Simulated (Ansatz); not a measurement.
# TiO2: relaxation of cell and atoms with BLYP+D3(BJ)

TiO2:

```
Ti O
1.0
     2.96826    0.00000    0.00000
     0.00021    4.70761    0.00000
     1.48357    0.24235    7.08346
Ti O
3 6
Direct
  0.00337 0.00039 0.00070
  0.34464 0.48026 0.31696
  0.66171 0.52047 0.68450
  0.44004 0.18544 0.12854
  0.77793 0.29773 0.45188
  0.10124 0.30895 0.80624
  0.90650 0.69184 0.19517
  0.22941 0.70301 0.54951
  0.56803 0.81530 0.87283
```

The cell comes from a database or a generator and needn't be the stable form of this composition.

```yaml
Program: Ansatz 0.2.0
Task: relaxation of cell and atoms
Functional: BLYP
Dispersion: D3(BJ)
Potentials_or_basis: Ansatz PAW
Cutoff: "420 eV (not typed: the program's choice for these potentials)"
k_mesh: 9 × 6 × 4
Occupations: fermi-dirac, width 0.05 eV
Spin: no spin polarisation
```

```
Relaxed volume                         : 10.91 Å³/atom
Relaxed cell                           : a = 2.973 Å, b = 4.671 Å, c = 7.243 Å, α = 85.87°, β = 78.16°, γ = 90.00°
Space group after relaxing (to 0.05 Å) : C2/m (No. 12)
Energy gained by relaxing              : 2.2 meV/atom
Ionic steps                            : 17
Pressure after relaxing                : 0.0 GPa
Largest force after relaxing           : 0.004 eV/Å
Band gap on the k mesh                 : 2.18 eV, indirect (least direct gap 2.23 eV)
```

Forces on the atoms (eV/Å):
```
Ti   0.001  0.000  0.000
Ti   0.000 -0.003 -0.003
Ti   0.000  0.003  0.003
O    0.000  0.003  0.002
O    0.000 -0.001  0.002
O    0.000  0.002 -0.002
O    0.000 -0.002  0.002
O    0.000  0.001 -0.002
O    0.000 -0.003 -0.001
```

Step by step:
```csv
step,energy change (eV),largest force (eV/Å),volume (Å³)
1,0.0000,0.3484,98.98
2,-0.0161,0.1488,98.53
3,-0.0159,0.3013,98.65
4,-0.0208,0.0340,98.43
5,-0.0211,0.0152,98.40
6,-0.0211,0.0034,98.42
7,-0.0189,0.0037,98.42
8,-0.0195,0.0037,98.35
9,-0.0198,0.0042,98.31
10,-0.0193,0.0042,98.31
11,-0.0197,0.0117,98.26
12,-0.0199,0.0046,98.24
13,-0.0196,0.0046,98.24
14,-0.0199,0.0015,98.20
15,-0.0201,0.0097,98.16
16,-0.0202,0.0042,98.15
17,-0.0199,0.0042,98.15
```

Final structure:
```cif
data_structure
_symmetry_space_group_name_H-M 'P 1'
_symmetry_Int_Tables_number 1
_cell_length_a 2.9726
_cell_length_b 4.6708
_cell_length_c 7.2426
_cell_angle_alpha 85.874
_cell_angle_beta 78.158
_cell_angle_gamma 90.000
_cell_volume 98.15
loop_
_atom_site_label
_atom_site_type_symbol
_atom_site_fract_x
_atom_site_fract_y
_atom_site_fract_z
_atom_site_occupancy
Ti1 Ti 0.00324 0.00038 0.00070 1
Ti2 Ti 0.34438 0.45899 0.31909 1
Ti3 Ti 0.66289 0.54176 0.68232 1
O1 O 0.43698 0.17332 0.13415 1
O2 O 0.77256 0.28629 0.46304 1
O3 O 0.09866 0.32486 0.81087 1
O4 O 0.90884 0.67589 0.19053 1
O5 O 0.23489 0.71446 0.53837 1
O6 O 0.57042 0.82743 0.86726 1
```

Levels at points of the mesh, in eV from the valence-band top:
```
             k point  band 34  band 35  band 36  band 37  band 38  band 39
  (0.00, 0.00, 0.00)    -0.40    -0.27    -0.05     2.18     2.57     2.68
 (0.00, 0.00, -0.50)    -0.80    -0.27    -0.14     2.25     2.61     2.80
 (0.00, -0.50, 0.00)    -0.99    -0.82    -0.79     2.21     2.64     2.75
(0.00, -0.50, -0.50)    -0.81    -0.76    -0.41     2.24     2.54     2.58
```

Run time: 4.4 min on 4 threads of Arm Neoverse V1, with other jobs on the host, peak memory 0.67 GiB.

Caveat: odd divisions of the mesh miss points on the zone boundary, where band edges often lie, so the gap on the mesh can be too wide; the plane-wave basis is chosen anew once the cell has moved, so the energies of steps on either side of that aren't comparable; the pressure holds a Pulay correction of +0.9 GPa for the finite cutoff; the PAW data sets come from PBE, with cores solved anew for the run's functional, which leaves a small shift of forces and pressure. BLYP gaps usually lie below the measured ones, often by a third to a half.
